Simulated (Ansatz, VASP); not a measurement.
# Cross-check of Si2HCl (H-SiSi-Cl chair monolayer) between VASP and Ansatz, part 2 of 2

Wanted: the spread between two codes on one cell, functional and k mesh. The structure shown is the start of the Ansatz relaxation below; VASP solves that cell, so the two are compared at the walk's first step.

VASP 6.6.1 and Ansatz 0.2.0.

So far: The structure; Ansatz: relaxation, PBE with D3(BJ).

## (3) VASP: single point, PBE with D3(BJ), start cell

Level of this step: PBE with D3(BJ); plane waves and PAW (Cl, Si, H) (VASP).

The same cell, functional, mesh and smearing now go to VASP, with its own data sets.

Lines of VASP's logs that name or quote its potential files are left out, and so is its time.

The input, INCAR:

```
SYSTEM = Si2HCl
PREC = Accurate
ENCUT = 400
EDIFF = 1E-06
NELM = 120
ISMEAR = -1
SIGMA = 0.05
LREAL = .FALSE.
ALGO = Normal
GGA = PE
IVDW = 12
NBANDS = 14
LORBIT = 11
LWAVE = .FALSE.
LCHARG = .FALSE.
ISIF = 2
LDIPOL = .TRUE.
IDIPOL = 3
DIPOL = 0.5 0.5 0.505
LVHAR = .TRUE.
LASPH = .TRUE.
GGA_COMPAT = .FALSE.
EFERMI = MIDGAP
NELMDL = -8
```

The input, POSCAR:

```
Si2HCl
1.0
    3.6630000000      0.0000000000      0.0000000000
   -1.8315000000      3.1722510000      0.0000000000
    0.0000000000      0.0000000000     39.5900000000
Cl Si H
1 2 1
Direct
    0.6666666667      0.3333333333      0.4458196514
    0.6666666667      0.3333333333      0.4996211164
    0.3333333333      0.6666666667      0.5183127052
    0.3333333333      0.6666666667      0.5541803486
```

The input, KPOINTS:

```
Automatic mesh
0
Gamma
12 12 1
0 0 0
```

PAW data sets: Cl, Si and H (PBE family, release 64).

Run with:

```bash
$ mpirun -np 1 vasp_std
```

Numbers of over 12 decimals in the logs are rounded to 6 here.

The program printed:

```text
[banner, memory and clock lines left out]
running    1 mpi-ranks, on    1 nodes
 distrk:  each k-point on    1 cores,    1 groups
 distr:  one band on    1 cores,    1 groups

 POSCAR found type information on POSCAR ClSiH
 POSCAR found :  3 types and       4 ions
 LDA part: xc-table for (Slater+PW92), standard interpolation
 POSCAR, INCAR and KPOINTS ok, starting setup
 FFT: planning ... GRIDC
 FFT: planning ... GRID_SOFT
 FFT: planning ... GRID
 WAVECAR not read
 entering main loop
       N       E                     dE             d eps       ncg     rms          rms(c)
DAV:   1     0.104465198072E+03    0.10447E+03   -0.39743E+03   572   0.598E+02
DAV:   2    -0.264468990983E+01   -0.10711E+03   -0.99209E+02   974   0.124E+02
DAV:   3    -0.172157248855E+02   -0.14571E+02   -0.14301E+02   722   0.576E+01
DAV:   4    -0.176355052484E+02   -0.41978E+00   -0.41857E+00   732   0.124E+01
DAV:   5    -0.176450550675E+02   -0.95498E-02   -0.95450E-02   706   0.200E+00
DAV:   6    -0.176455015415E+02   -0.44647E-03   -0.44646E-03   828   0.444E-01
DAV:   7    -0.176455161250E+02   -0.14583E-04   -0.14583E-04   770   0.625E-02
DAV:   8    -0.176455162737E+02   -0.14878E-06   -0.14871E-06   708   0.559E-03    0.884E+00
DAV:   9    -0.171540500132E+02    0.49147E+00   -0.26428E-01   676   0.339E+00    0.535E+00
DAV:  10    -0.169385258062E+02    0.21552E+00   -0.58569E-01   736   0.459E+00    0.775E-01
DAV:  11    -0.169309376080E+02    0.75882E-02   -0.50538E-02   748   0.176E+00    0.525E-01
DAV:  12    -0.169306305926E+02    0.30702E-03   -0.63588E-03   742   0.468E-01    0.299E-01
DAV:  13    -0.169294218010E+02    0.12088E-02   -0.15006E-03   736   0.287E-01    0.957E-02
DAV:  14    -0.169288280811E+02    0.59372E-03   -0.43617E-04   760   0.137E-01    0.596E-02
[...]
DAV:  21    -0.169298756860E+02   -0.72087E-04   -0.46513E-06   616   0.978E-03    0.276E-03
DAV:  22    -0.169298973614E+02   -0.21675E-04   -0.50622E-07   554   0.479E-03    0.109E-03
DAV:  23    -0.169299216598E+02   -0.24298E-04   -0.74782E-07   500   0.345E-03    0.925E-04
DAV:  24    -0.169299305394E+02   -0.88796E-05   -0.15520E-07   506   0.167E-03    0.494E-04
DAV:  25    -0.169299378248E+02   -0.72854E-05   -0.18218E-07   470   0.166E-03    0.619E-04
DAV:  26    -0.169299404760E+02   -0.26512E-05   -0.45707E-08   536   0.107E-03    0.452E-04
DAV:  27    -0.169299414815E+02   -0.10054E-05   -0.15256E-08   494   0.614E-04    0.309E-04
DAV:  28    -0.169299423662E+02   -0.88476E-06   -0.86953E-09   518   0.514E-04
   1 F= -.17527828E+02 E0= -.17527828E+02  d E =-.154708E-08
```

OUTCAR, selected parts (step 3):

```text
ion  position               nearest neighbor table
   1  0.667  0.333  0.446-   2 2.13
   2  0.667  0.333  0.500-   1 2.13   3 2.24   3 2.24   3 2.24
   3  0.333  0.667  0.518-   4 1.42   2 2.24   2 2.24   2 2.24
   4  0.333  0.667  0.554-   3 1.42

  LATTYP: Found a hexagonal cell.
 ALAT       =     3.6630000000
 C/A-ratio  =    10.8080808081

 Subroutine GETGRP returns: Found  6 space group operations
 (whereof  6 operations were pure point group operations)

The static configuration has the point symmetry C_3v.

 Found     19 irreducible k-points:

   k-points           NKPTS =     19   k-points in BZ     NKDIM =     19   number of bands    NBANDS=     14

   dimension x,y,z NGX =    24 NGY =   24 NGZ =  270
   dimension x,y,z NGXF=    48 NGYF=   48 NGZF=  540

   ENCUT  =  400.0 eV  29.40 Ry    5.42 a.u.   5.97  5.97 64.56*2*pi/ulx,y,z

   NELECT =      16.0000    total number of electrons

 k-points in reciprocal lattice and weights: Automatic mesh
   0.00000000  0.00000000  0.00000000       0.007
   0.08333333  0.00000000  0.00000000       0.042
   0.16666667  0.00000000  0.00000000       0.042
   0.25000000  0.00000000  0.00000000       0.042
   0.33333333 -0.00000000  0.00000000       0.042
   0.41666667 -0.00000000  0.00000000       0.042
   0.50000000  0.00000000  0.00000000       0.021
   0.08333333  0.08333333  0.00000000       0.042
   0.16666667  0.08333333  0.00000000       0.083
[...]
0.33333333  0.25000000  0.00000000       0.083
   0.33333333  0.33333333  0.00000000       0.014

 dipolmoment           0.000000      0.000000     -0.100559 electrons x Angstroem

 average (electrostatic) potential at core
       1 -99.1757       2 -93.0274       3 -92.3766       4 -40.9703

 E-fermi :  -2.9992

 k-point     1 :       0.0000    0.0000    0.0000
  band No.  band energies     occupation
    ...
      4      -7.6037      2.00000
      5      -5.8009      2.00000
      6      -5.8009      2.00000
      7      -3.8749      2.00000
      8      -3.8749      2.00000
      9      -2.0256      0.00000
     10      -0.0971      0.00000
     11      -0.0714      0.00000
     12      -0.0714      0.00000
     13       0.6342      0.00000
    ...

 k-point     2 :       0.0833    0.0000    0.0000
  band No.  band energies     occupation
    ...
      4      -7.6020      2.00000
      5      -6.0374      2.00000
      6      -5.8548      2.00000
      7      -4.4334      2.00000
      8      -4.0314      2.00000
      9      -1.7601      0.00000
     10      -0.2503      0.00000
     11       0.1806      0.00000
     12       0.2689      0.00000
     13       0.7485      0.00000
    ...

 k-point     3 :       0.1667    0.0000    0.0000
  band No.  band energies     occupation
    ...
      4      -7.6156      2.00000
      5      -6.7080      2.00000
      6      -6.0024      2.00000
      7      -5.3218      2.00000
      8      -4.3635      2.00000
      9      -1.5618      0.00000
     10      -0.4776      0.00000
     11       0.5512      0.00000
     12       1.0682      0.00000
     13       1.1231      0.00000
    ...

 Edisp (eV)   -0.59789

  Total       4.50181     4.50181     0.65178    -0.00000     0.00000     0.00000
  in kB      15.67860    15.67860     2.26998    -0.00000     0.00000     0.00000
  external pressure =       11.21 kB  Pullay stress =        0.00 kB

  energy-cutoff  :      400.00
  volume of cell :      460.03
      direct lattice vectors                 reciprocal lattice vectors
     3.663000000  0.000000000  0.000000000     0.273000273  0.157616784  0.000000000
    -1.831500000  3.172251000  0.000000000     0.000000000  0.315233568  0.000000000
     0.000000000  0.000000000 39.590000000     0.000000000  0.000000000  0.025258904

 POSITION                                       TOTAL-FORCE (eV/Angst)
 -----------------------------------------------------------------------------------
      1.83150      1.05742     17.65000         0.000000     -0.000000      1.028318
      1.83150      1.05742     19.78000         0.000000      0.000000     -1.856925
     -0.00000      2.11483     20.52000        -0.000000     -0.000000     -0.794817
     -0.00000      2.11483     21.94000         0.000000     -0.000000      1.623425
 -----------------------------------------------------------------------------------
    total drift:                               -0.000000      0.000000      0.000051

  FREE ENERGIE OF THE ION-ELECTRON SYSTEM (eV)
  ---------------------------------------------------
  free  energy   TOTEN  =       -17.5278284644 eV

  energy  without entropy=      -17.5278284629  energy(sigma->0) =      -17.52782846

 vacuum level on the upper side and lower side of the slab         0.568         2.134

 total charge
# of ion       s       p       d       tot
------------------------------------------
    1        1.606   3.499   0.000   5.106
    2        0.744   0.972   0.000   1.715
    3        0.757   1.089   0.000   1.847
    4        0.595   0.017   0.000   0.611
--------------------------------------------------
tot          3.702   5.577   0.000   9.279

[... 3 further parts left out ...]
```

## (4) Differences

Known differences besides the potentials themselves: Ansatz cuts the interaction across the vacuum, VASP repeats the sheet with a dipole correction; the cutoff is 420 eV in Ansatz and 400 eV in VASP. Total energies have different zeros and are not compared.

Forces (eV/Å; atoms numbered as in POSCAR):

```csv
atom,"Ansatz x, y, z","VASP x, y, z"
Cl1,"0.000, 0.000, 0.996","0.000, 0.000, 1.028"
Si2,"0.000, 0.000, -1.831","0.000, 0.000, -1.857"
Si3,"0.000, 0.000, -0.792","0.000, 0.000, -0.795"
H4,"0.000, 0.000, 1.626","0.000, 0.000, 1.623"
```

The forces differ by 12 meV/Å r.m.s., which is 1.5 % of the r.m.s. force of 0.805 eV/Å (both taken over all components). With vacuum in the cell, a pressure given here is an average over mostly empty space and none of the material.

## (5) Results

| Property | Result |
| --- | --- |
| r.m.s. force difference (single point, PBE with D3(BJ), start cell) | 1.5 % of the r.m.s. force |

The r.m.s. force difference is 1.5 % of the r.m.s. force (single point, PBE with D3(BJ), start cell), within the 3 % picked in this series as the mark of a large difference. 1 further run of this series is not shown here. Such differences can come from data sets, numerical settings and the points named under the comparisons, not from the functional's error against experiment.

[Lines on the potential files, build, host, timing and source positions are cut from VASP's logs without a mark.]

[Logs are printed without paths, hosts, clocks, repeated set-up lines and the standing remarks that a program may print on its own settings, such as how far it seeks lower states.]

[Hosts, paths, dates, database ids (printed as entryN), source tags and the programs' standing remarks are cut or masked in the printed files.]
